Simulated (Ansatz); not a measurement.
**N started on an O site and an O vacancy in alpha-quartz SiO2, 71 atoms, charge +2**

Wanted: geometry, formation energy and gap levels of the defect, compared across PBEsol, HSE06 and r²SCAN.

All numbers are computed with Ansatz 0.2.0 (PAW, plane waves).

## 1. The system as built

71 atoms (24 Si, 46 O, 1 N); a = 9.902 Å, b = 9.902 Å, c = 10.886 Å, α = 90.00°, β = 90.00°, γ = 120.00°. All atoms were shaken off their sites by about 0.02 Å along each axis; atoms next to an added one may be pushed further to make room. Defect site 1: (0.427, 0.294, 0.440). Defect site 2: (0.294, 0.427, 0.560). Starting moments add up to 3 μB.

Steps to follow: (2) PBEsol relaxation at the single k point (¼, ¼, ¼), on 1 × NVIDIA GB200 with 8 threads of Arm Neoverse-V2; (3) HSE06 single point at the single k point (¼, ¼, ¼), on 1 × NVIDIA GB200 with 8 threads of Arm Neoverse-V2; (4) r²SCAN single point at the single k point (¼, ¼, ¼), on 1 × NVIDIA GB200 with 8 threads of Arm Neoverse-V2.

## 2. Relaxation of the positions (PBEsol)

File in.yaml:

```yaml
crystal:
  lattice:
    - [9.901639, 0.000000, 0.000000]
    - [-4.950819, 8.575071, 0.000000]
    - [0.000000, 0.000000, 10.885880]
  atoms:
    - { symbol: Si, position: [0.235752, 0.998643, 0.165811] }
    - { symbol: Si, position: [0.231088, 0.997493, 0.664920] }
    - { symbol: Si, position: [0.238400, 0.502317, 0.164483] }
    - { symbol: Si, position: [0.237084, 0.499394, 0.665001], spin: 0.75 }
    - { symbol: Si, position: [0.739176, 0.999170, 0.163657] }
    - { symbol: Si, position: [0.734799, 0.002560, 0.667319] }
    - { symbol: Si, position: [0.734316, 0.499033, 0.166248] }
    - { symbol: Si, position: [0.736889, 0.500332, 0.666471] }
    - { symbol: Si, position: [0.997387, 0.236018, 0.333998] }
    - { symbol: Si, position: [0.998000, 0.235210, 0.829761] }
    - { symbol: Si, position: [0.999753, 0.736775, 0.333309] }
    - { symbol: Si, position: [0.000788, 0.732500, 0.834403] }
    - { symbol: Si, position: [0.497635, 0.232833, 0.332958], spin: 0.75 }
    - { symbol: Si, position: [0.504172, 0.236325, 0.834748] }
    - { symbol: Si, position: [0.500116, 0.734550, 0.332537] }
    - { symbol: Si, position: [0.504522, 0.738780, 0.830925] }
    - { symbol: Si, position: [0.269529, 0.265055, 0.999814] }
    - { symbol: Si, position: [0.258658, 0.265076, 0.502431], spin: 0.75 }
    - { symbol: Si, position: [0.266928, 0.766205, 0.000426] }
    - { symbol: Si, position: [0.266703, 0.765818, 0.498068] }
    - { symbol: Si, position: [0.764287, 0.264709, 0.998874] }
    - { symbol: Si, position: [0.764865, 0.264656, 0.498017] }
    - { symbol: Si, position: [0.764380, 0.764028, 0.000718] }
    - { symbol: Si, position: [0.766080, 0.765740, 0.501734] }
    - { symbol: O, position: [0.201914, 0.132738, 0.105503] }
    - { symbol: O, position: [0.205891, 0.134612, 0.606220] }
    - { symbol: O, position: [0.209445, 0.634607, 0.106964] }
    - { symbol: O, position: [0.206688, 0.634592, 0.607524] }
    - { symbol: O, position: [0.710259, 0.136275, 0.108243] }
    - { symbol: O, position: [0.709070, 0.133390, 0.606952] }
    - { symbol: O, position: [0.704507, 0.633930, 0.110848] }
    - { symbol: O, position: [0.705188, 0.633269, 0.608760] }
    - { symbol: O, position: [0.363526, 0.071931, 0.271129] }
    - { symbol: O, position: [0.366951, 0.072740, 0.772203] }
    - { symbol: O, position: [0.368453, 0.572281, 0.275573] }
    - { symbol: O, position: [0.369048, 0.572127, 0.776086] }
    - { symbol: O, position: [0.866413, 0.072127, 0.274567] }
    - { symbol: O, position: [0.870096, 0.074178, 0.774974] }
    - { symbol: O, position: [0.861343, 0.568557, 0.272785] }
    - { symbol: O, position: [0.866943, 0.569443, 0.770627] }
    - { symbol: O, position: [0.427566, 0.294155, 0.941048] }
    - { symbol: O, position: [0.425742, 0.797824, 0.438041] }
    - { symbol: O, position: [0.428595, 0.792498, 0.942845] }
    - { symbol: O, position: [0.922714, 0.292628, 0.441029] }
    - { symbol: O, position: [0.930025, 0.292420, 0.940498] }
    - { symbol: O, position: [0.925571, 0.795054, 0.440021] }
    - { symbol: O, position: [0.931486, 0.796233, 0.940199] }
    - { symbol: O, position: [0.132699, 0.206282, 0.390702] }
    - { symbol: O, position: [0.132951, 0.205895, 0.892534] }
    - { symbol: O, position: [0.132215, 0.709209, 0.390500] }
    - { symbol: O, position: [0.131170, 0.704525, 0.891741] }
    - { symbol: O, position: [0.634464, 0.210203, 0.392132] }
    - { symbol: O, position: [0.632068, 0.205059, 0.893646] }
    - { symbol: O, position: [0.632041, 0.707993, 0.394662] }
    - { symbol: O, position: [0.631521, 0.705462, 0.894742] }
    - { symbol: O, position: [0.075624, 0.369923, 0.228693] }
    - { symbol: O, position: [0.070982, 0.366574, 0.724293] }
    - { symbol: O, position: [0.074354, 0.866302, 0.223389] }
    - { symbol: O, position: [0.073241, 0.867443, 0.726545] }
    - { symbol: O, position: [0.574830, 0.368258, 0.226748] }
    - { symbol: O, position: [0.575507, 0.365897, 0.727543] }
    - { symbol: O, position: [0.573645, 0.865170, 0.228938] }
    - { symbol: O, position: [0.575561, 0.867388, 0.723036] }
    - { symbol: O, position: [0.296847, 0.428497, 0.060509] }
    - { symbol: O, position: [0.291526, 0.927324, 0.060080] }
    - { symbol: O, position: [0.293864, 0.925958, 0.562859] }
    - { symbol: O, position: [0.792514, 0.423453, 0.059908] }
    - { symbol: O, position: [0.796231, 0.424246, 0.558062] }
    - { symbol: O, position: [0.794789, 0.929930, 0.062825] }
    - { symbol: O, position: [0.798387, 0.928670, 0.556844] }
    - { symbol: N, position: [0.429427, 0.295244, 0.442927], spin: 0.75 }
  symmetry: { detect: false }
kpoints:
  mp_grid: { grid: [1, 1, 1], shift: [0.25, 0.25, 0.25] }
hamiltonian:
  xc: pbesol
total_charge: 2
magnetization:
  spin_polarized: true
scf:
  occupations: { method: fermi_dirac, width: 0.01 }
relax:
  f_tol: 0.03
  max_steps: 80
  escape_saddle: false
  adjacent_minimum: "off"
output:
  forces: true
  eigenvalues: true
  populations: true
  charged_corrections: { epsilon: 4.5 }
```

The run is started by

```sh
$ ansatz run in.yaml --threads 8 --pin off --max-ram 118750MiB --runs-dir r --events-out ev --progress --plain --backend cuda --devices 0, --max-vram 170GiB
```

Further steps of the session: HSE06 on the final geometry; r²SCAN single point.

Q: Predict the outcome of this session. Wanted: for each run, formation energy; host gap; top filled to lowest empty; moment.

The runs gave:

| level | time | formation energy (eV) | host gap (eV) | top filled to lowest empty (eV) | moment (μB) |
| --- | --- | --- | --- | --- | --- |
| PBEsol, relaxation | 16 s (GPU) | 7.21 | 5.75 | 0.85 | 1.00 |
| HSE06 | 19 s (GPU) | 5.28 | 7.72 | 2.97 | 1.00 |
| r²SCAN | 5 s (GPU) | 7.05 | 6.52 | 1.69 | 1.00 |

| quantity | value |
| --- | --- |
| relaxation | 21 recorded steps, 5.06 eV gained |
| largest shift | 1.40 Å (Si4) |
| largest local moment | +0.88 μB on N |

**In words.** Relaxation gains 5.06 eV, with shifts up to 1.40 Å (Si4). A shift this large means that the defect left the place where it started, so the values belong to the end structure, not to the one named. The formation energy at E_F = VBM goes from 7.21 eV (PBEsol) to 5.28 eV (HSE06), as the host gap goes from 5.75 to 7.72 eV. The reservoirs are the elements' reference phases; where the defect changes the composition, the value depends on that choice. r²SCAN puts 1 localised level over 0.1 eV inside the gap, at 2.21 (empty) eV, the tightest of them shared by about 2 atoms. Exact exchange costs time: HSE06 ran about 3.8 times as long as r²SCAN on the same kind of device. The host's edges were read at Γ, so band-like levels at this k point need not coincide with them. Finite-cell errors of some tenths of an eV remain in such numbers. The dielectric constant of 4.5 in the correction is an assumed value.
